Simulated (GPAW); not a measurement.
Runs of GPAW 26.7.0 on HfC. The structure is cubic, space group Fm-3m (No. 225). Conventional cell: a = 4.650 Å, b = 4.650 Å, c = 4.650 Å, α = 90.00°, β = 90.00°, γ = 90.00°. Hf (site symmetry m-3m) is surrounded by 6 C at 2.33 Å. C (site symmetry m-3m) has 6 Hf at 2.33 Å as nearest neighbours. 

```csv
level,potentials or basis,eigensolver,older calculator (legacy_gpaw),gap on the mesh (eV),pressure (GPa)
vdW-DF2,"GPAW PAW data sets (gpaw-data 1.2.1), pw",-,-,none,-
revPBE,"the program's PAW data sets (release 1.2.1) made for this functional, pw",-,-,none,4.5
RPBE,"the program's PAW data sets (release 1.2.1) made for this functional, pw",-,-,none,(b)
LDA,"the program's PAW data sets (release 1.2.1) made for this functional, pw",-,-,none,-11.3
AM05,"PAW data sets generated in the run's folder for this functional, pw",-,-,none,-6.1
vdW-DF-cx,"GPAW PAW data sets (gpaw-data 1.2.1), pw",-,-,none,-
BLYP,"PAW data sets generated in the run's folder for this functional, pw",davidson,-,none,(a)
optB88-vdW,"GPAW PAW data sets (gpaw-data 1.2.1), pw",-,yes,none,-
```

Alike in all rows: task single point; no spin polarisation; cell as given; k mesh 10 × 10 × 10; cutoff (eV) 800; smearing fermi-dirac 0.05 eV.

Task: Estimate the missing entries.

Result: (a) 7.5; (b) 5.7.

Caveats: the PAW data sets were made with another functional, which shifts forces and pressure a little (some runs).

A k mesh can miss the band edges, and the runs leave out spin-orbit coupling on Hf.

A gap of «none» marks a metal or a gap under the smearing width.

Runs at the PBE level aren't shown here.
